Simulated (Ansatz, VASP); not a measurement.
One calculation of Ge, two programs

The input POSCAR:

```
Ge
1.0
    0.0000000000      2.8368735121      2.8368735121
    2.8368735121      0.0000000000      2.8368735121
    2.8368735121      2.8368735121      0.0000000000
Ge
2
Direct
    0.0000000000      0.0000000000      0.0000000000
    0.2500000000      0.2500000000      0.2500000000
```

File INCAR.step1:

```
SYSTEM = Ge
PREC     = Accurate       ! precision mode
ENCUT    = 520            ! plane-wave cutoff, eV
ISMEAR   = -1             ! smearing method
SIGMA    = 0.02           ! smearing width, eV
LREAL    = .False.        ! projectors in reciprocal space
LASPH    = .True.         ! aspherical terms in the spheres
NELM     = 60             ! most SCF steps
NBANDS   = 21             ! bands
GGA      = PE             ! functional
ALGO     = Normal         ! electronic algorithm
EDIFF    = 1E-4           ! SCF threshold, eV
LWAVE    = .True.         ! write WAVECAR
LCHARG   = .False.        ! write CHGCAR
```

File INCAR.step2:

```
SYSTEM = Ge
PREC     = Accurate       ! precision mode
ENCUT    = 520            ! plane-wave cutoff, eV
EDIFF    = 1E-7           ! SCF threshold, eV
ISMEAR   = -1             ! smearing method
SIGMA    = 0.02           ! smearing width, eV
LREAL    = .False.        ! projectors in reciprocal space
LASPH    = .True.         ! aspherical terms in the spheres
NELM     = 60             ! most SCF steps
ALGO     = Normal         ! electronic algorithm
ISIF     = 2              ! what is computed and relaxed
LWAVE    = .False.        ! write WAVECAR
LCHARG   = .False.        ! write CHGCAR
METAGGA  = R2SCAN         ! meta-GGA
LMIXTAU  = .True.       
NBANDS   = 21             ! bands
ISTART   = 1
```

Contents of KPOINTS:

```
regular mesh
0
Gamma
  8 8 8
  0 0 0
```

Input for Ansatz:

```yaml
crystal:
  lattice:
    - [0.0, 2.8368735121, 2.8368735121]
    - [2.8368735121, 0.0, 2.8368735121]
    - [2.8368735121, 2.8368735121, 0.0]
  atoms:
    - { symbol: Ge, position: [0.0, 0.0, 0.0] }
    - { symbol: Ge, position: [0.25, 0.25, 0.25] }
kpoints:
  mp_grid: { grid: [8, 8, 8] }
  band_path:
    path:
      - [0.0, 0.0, 0.0]
      - [0.5, 0.0, 0.5]
      - [0.625, 0.25, 0.625]
      - [0.375, 0.375, 0.75]
      - [0.5, 0.5, 0.5]
      - [0.5, 0.25, 0.75]
    npoints: 1
hamiltonian:
  xc: r2scan
scf:
  occupations: { method: fermi_dirac, width: 0.02 }
  n_extra_bands: 4
output:
  forces: true
  stress: true
  eigenvalues: true
```

Alike in both runs: task single point; functional r2SCAN; k mesh 8 × 8 × 8; occupations fermi-dirac, width 0.02 eV; no spin polarisation.

|  | VASP | Ansatz |
| --- | --- | --- |
| version | VASP 6.6.1 | Ansatz 0.2.0 |
| potentials or method | VASP PAW PBE potentials, release 64 (Ge_d) | plane waves, PAW |
| plane-wave cutoff (eV) | 520 | 500 |
| valence electrons in the cell | 28 | 28 |

```tsv
	VASP	Ansatz	Ansatz less VASP
pressure (GPa)	0.0	0.0	-0.04
```

The functional is the same, so the differences come from potentials, cutoffs and numerics.

Caveats: the PAW data sets were made with another functional, which shifts forces and pressure a little (VASP).
